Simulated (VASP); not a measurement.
# Zr: relaxation of cell and atoms with LDA

The system is Zr.

```
Zr
1.0
     3.14908    0.00000    0.00000
    -1.57454    2.72718    0.00000
     0.00000    0.00000    5.08064
Zr
2
Direct
  0.33333 0.66667 0.25000
  0.66667 0.33333 0.75000
```

```yaml
Program: VASP 6.6.1
Task: relaxation of cell and atoms
Functional: LDA
Potentials_or_basis: VASP PAW LDA potentials, release 64 (Zr_sv)
Cutoff: 600 eV
k_mesh: 15 × 15 × 7
Occupations: methfessel-paxton, width 0.1 eV
Spin: no spin polarisation
Further_INCAR_settings: ALGO = Normal; EDIFF = 1e-07; IBRION = 2; EDIFFG = -0.005; NSW = 90; ISIF = 3
```

The relaxed volume is 21.83 Å³/atom. The relaxed cell is a = 3.149 Å, b = 3.149 Å, c = 5.082 Å, α = 90.00°, β = 90.00°, γ = 120.00°. The space group after relaxing (to 0.05 Å) is P6_3/mmc (No. 194), the energy gained by relaxing is 0.0 meV/atom and the ionic steps are 2. The pressure after relaxing is 0.0 GPa. The band gap on the k mesh is none (metal or under the smearing width).

Final structure:
```yaml
crystal:
  lattice:
    - [3.14928, 0.00000, 0.00000]
    - [-1.57464, 2.72735, 0.00000]
    - [0.00000, 0.00000, 5.08223]
  atoms:
    - { symbol: Zr, position: [0.33333, 0.66667, 0.25000] }
    - { symbol: Zr, position: [0.66667, 0.33333, 0.75000] }
```

Levels at points of the mesh, in eV from the Fermi level:
| k point | band 10 | band 11 | band 12 | band 13 | band 14 | band 15 |
| --- | --- | --- | --- | --- | --- | --- |
| (0.00, 0.00, 0.00) | -3.23 | 0.85 | 0.85 | 0.88 | 1.40 | 1.57 |

Wall time 100 s on 1 thread of Intel(R) Xeon(R) Platinum 8488C (Sapphire Rapids), with other jobs on the host, peak memory 0.2 GiB.
